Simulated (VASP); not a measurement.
Write the native input for VASP 6.6.1 that does the following.

| Property | Result |
| --- | --- |
| Task | electrostatic potential |
| Functional | r2SCAN |
| Potentials or basis | VASP PAW PBE potentials, release 64 (Na_pv, F) |
| Cutoff | 520 eV |
| k mesh | 10 × 10 × 10 |
| Occupations | gaussian, width 0.02 eV |
| Spin | no spin polarisation |
| Further INCAR settings | ALGO = Normal; EDIFF = 1e-06 |

The structure of NaF lies in POSCAR:

```
NaF                                     
1.0
    0.0000000000      2.3469338985      2.3469338985
    2.3469338985      0.0000000000      2.3469338985
    2.3469338985      2.3469338985      0.0000000000
  Na              F             
     1     1
Direct
     1.0000000000000000    1.0000000000000000    0.0000000000000000
     0.5000000000000000    0.5000000000000000    0.5000000000000000
```

The cell was built by a generator and needn't be a form met in nature.

The input as run:

INCAR

```
SYSTEM = NaF
ALGO = Normal ; EDIFF = 1E-6
ENCUT = 520 ; ISIF = 2
ISMEAR = 0 ; KPAR = 4
LASPH = .True. ; LCHARG = .True.
LMIXTAU = .True. ; LREAL = .False.
LVHAR = .True. ; LWAVE = .False.
METAGGA = R2SCAN ; NELM = 60
PREC = Accurate ; SIGMA = 0.02
```

KPOINTS

```
k-points
0
Gamma
  10 10 10
  0 0 0
```

Potentials or basis: VASP PAW PBE potentials, release 64 (Na_pv, F).

Run with:

```bash
$ cat potpaw_PBE.64/Na_pv/POTCAR potpaw_PBE.64/F/POTCAR > POTCAR
$ mpirun -np 4 vasp_std > vasp.out
```

Results of the run:

- Pressure: -3.6 GPa
- Band gap on the k mesh: 6.96 eV, direct

Caveat: the PAW data sets were made with another functional, which shifts forces and pressure a little.

It took 17 s on 4 MPI ranks on Intel(R) Xeon(R) 6975P-C (Granite Rapids), with other jobs on the host, peak memory 0.14 GiB a rank.
